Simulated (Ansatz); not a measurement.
RuO$_{2}$ (rutile)

```
CELL_PARAMETERS angstrom
      4.52339     0.00000     0.00000
      0.00000     4.52339     0.00000
      0.00000     0.00000     3.11902
ATOMIC_POSITIONS crystal
  Ru 0.50000 0.50000 0.50000
  Ru 0.00000 0.00000 0.00000
  O  0.80567 0.80567 0.50000
  O  0.30567 0.69433 0.00000
  O  0.69433 0.30567 0.00000
  O  0.19433 0.19433 0.50000
```

Two coordinates are scanned: the volume, and the ratio of the stretch along z (the conventional c axis) to the stretch across it. Atoms keep their fractional coordinates.

Computed with PBE (plane waves to 420 eV, PAW, scalar-relativistic; Ansatz, an electronic-structure program). k mesh 10×10×15 (Γ-centred), Fermi-Dirac smearing 0.05 eV. Stress and pressure are positive under compression. As the atoms are clamped, bonds stretch with the cell, which overstates energies and stresses. With partly filled bands, the response to shear is sensitive to the k mesh, so small differences along c/a are uncertain. RuO2 is run without spin polarisation and with no Hubbard U. RuO2 was relaxed with its symmetry unable to fall.

At one point of the scan the stress tensor (GPa) is:

```
  -10.7      0.0      0.0
    0.0    -10.7      0.0
    0.0      0.0      3.1
```

Question: Which point is it?
(A) V/V₀ = 1.040, (c/a)/(c/a)₀ = 1.060
(B) V/V₀ = 1.040, (c/a)/(c/a)₀ = 0.940
(C) V/V₀ = 1.080, (c/a)/(c/a)₀ = 1.120
(D) V/V₀ = 1.080, (c/a)/(c/a)₀ = 1.000

Answer: B, V/V₀ = 1.040, (c/a)/(c/a)₀ = 0.940

(Under strain, the slope of the energy per volume gives the stress and its curvature an elastic modulus.)
